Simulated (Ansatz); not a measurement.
**Convergence notes, G0W0 on NaH (Fm-3m)**

NaH (Fm-3m) from a database structure, relaxed with r2SCAN; one-shot G0W0 in Ansatz without spin-orbit coupling. Calculated for a static, non-magnetic cell.

```yaml
crystal:
  lattice:
    - [0.00000, 2.39751, 2.39751]
    - [2.39751, 0.00000, 2.39751]
    - [2.39751, 2.39751, 0.00000]
  atoms:
    - { symbol: Na, position: [0.00000, 0.00000, 0.00000] }
    - { symbol: H, position: [0.50000, 0.50000, 0.50000] }
```

Gaps are read over the mesh points alone. G0W0 values are finite-basis, finite-mesh values.
```csv
start,potentials,frequency model,mesh,empty bands,screening cutoff (eV),Kohn-Sham gap (eV),G0W0 gap (eV)
PBE,PAW,contour deformation,6×6×6,82,120,3.85,6.01
PBE,PAW,contour deformation,6×6×6,204,220,3.85,6.10
PBE,PAW,contour deformation,6×6×6,375,300,3.85,6.13
HSE06,PAW,contour deformation,6×6×6,204,220,4.90,6.80
r2SCAN,PAW,contour deformation,6×6×6,204,220,4.44,6.57
PBE0,PAW,contour deformation,6×6×6,204,220,5.62,7.08
PBE,PAW,Godby-Needs pole,6×6×6,204,220,3.85,6.12
PBE,PAW,contour deformation,10×10×10,44,80,3.82,5.90
PBE,norm-conserving,contour deformation,6×6×6,204,220,3.85,6.07
```

Over the mesh points the PBE gap of 3.85 eV becomes a quasiparticle gap of 6.13 eV (k = (1/6, -1/2, -1/3) to L), a change of +2.28 eV. Renormalisation factors Z lie between 0.66 and 0.82.

Raising bands and cutoff together moves the gap by +0.09 eV (120 to 220 eV), then +0.03 eV (220 to 300 eV); the last step is small, which bounds nothing strictly. Starting from HSE06 (4.90 eV against PBE's 3.85 eV) gives 6.80 eV, +0.70 eV from G0W0@PBE at the same screening cutoff. Starting from r2SCAN (4.44 eV against PBE's 3.85 eV) gives 6.57 eV, +0.47 eV from G0W0@PBE at the same screening cutoff. Starting from PBE0 (5.62 eV against PBE's 3.85 eV) gives 7.08 eV, +0.98 eV from G0W0@PBE at the same screening cutoff. The Godby-Needs plasmon pole differs from contour deformation by +0.02 eV. Norm-conserving potentials (wave cutoff 1197 eV against 420 eV) shift the quasiparticle gap by -0.03 eV and the PBE gap by 0.00 eV. r2SCAN runs take a wave cutoff of 500 eV.

Coordinates of k points refer to the reciprocal vectors of the primitive cell of the runs.
